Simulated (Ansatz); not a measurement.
Wanted: the native input for an Ansatz 0.2.0 run.

| Item | Value |
| --- | --- |
| Task | band structure |
| Functional | r2SCAN |
| Potentials or basis | Ansatz PAW |
| Cutoff | 500 eV (not typed: the program's choice for these potentials) |
| k mesh | 10 × 10 × 10 |
| Occupations | fermi-dirac, width 0.05 eV |
| Spin | no spin polarisation |
| Path | [["G", "X", "W", "K", "G", "L", "U", "W", "L", "K"], ["U", "X"]] |
| Points for each segment of the path | 14 |

Crystal: AlN.

```xyz
2
Lattice="0.0000 2.1840 2.1840 2.1840 0.0000 2.1840 2.1840 2.1840 0.0000" Properties=species:S:1:pos:R:3 pbc="T T T"
Al    0.0000    0.0000    0.0000
N     1.0920    1.0920    1.0920
```

Measurements of this composition are mostly on another form, of space group No. 186.

These files were run (other wordings do the same):

input.yaml

```yaml
crystal:
  lattice:
    - [0.0, 2.1839935596, 2.1839935596]
    - [2.1839935596, 0.0, 2.1839935596]
    - [2.1839935596, 2.1839935596, 0.0]
  atoms:
    - { symbol: Al, position: [0.0, 0.0, 0.0] }
    - { symbol: "N", position: [0.25, 0.25, 0.25] }
hamiltonian:
  xc: r2scan
  pseudopotentials: { kind: paw }
kpoints:
  mp_grid: { grid: [10, 10, 10] }
  band_path:
    path:
      - [[0.0, 0.0, 0.0], [0.5, 0.0, 0.5], [0.5, 0.25, 0.75], [0.375, 0.375, 0.75], [0.0, 0.0, 0.0], [0.5, 0.5, 0.5], [0.625, 0.25, 0.625], [0.5, 0.25, 0.75], [0.5, 0.5, 0.5], [0.375, 0.375, 0.75]]
      - [[0.625, 0.25, 0.625], [0.5, 0.0, 0.5]]
    npoints: 14
scf:
  occupations: { method: fermi_dirac, width: 0.05 }
  n_extra_bands: 6
output:
  forces: true
  stress: true
  eigenvalues: true
  fatbands: true
  write_density: true
  write_potential: true
  elf: true
  volumetric_format: npy
```

Potentials or basis: Ansatz PAW.

Command:

```sh
$ ansatz run input.yaml --threads 2 --pin off --max-ram 5632MiB --backend cpu --events-out ev --progress --plain --runs-dir out
```

It gave:

The pressure is 0.3 GPa. The band gap on the k mesh is 3.94 eV, indirect (least direct gap 4.85 eV) and the band gap along the path is 3.94 eV, indirect (least direct gap 4.85 eV).

Caveat: the PAW data sets come from PBE, with cores solved anew for the run's functional, which leaves a small shift of forces and pressure.

Wall time 5.7 s on 2 threads of Intel(R) Xeon(R) Processor @ 2.50GHz (Skylake/Cascade Lake) (shared host), peak memory 0.37 GiB.
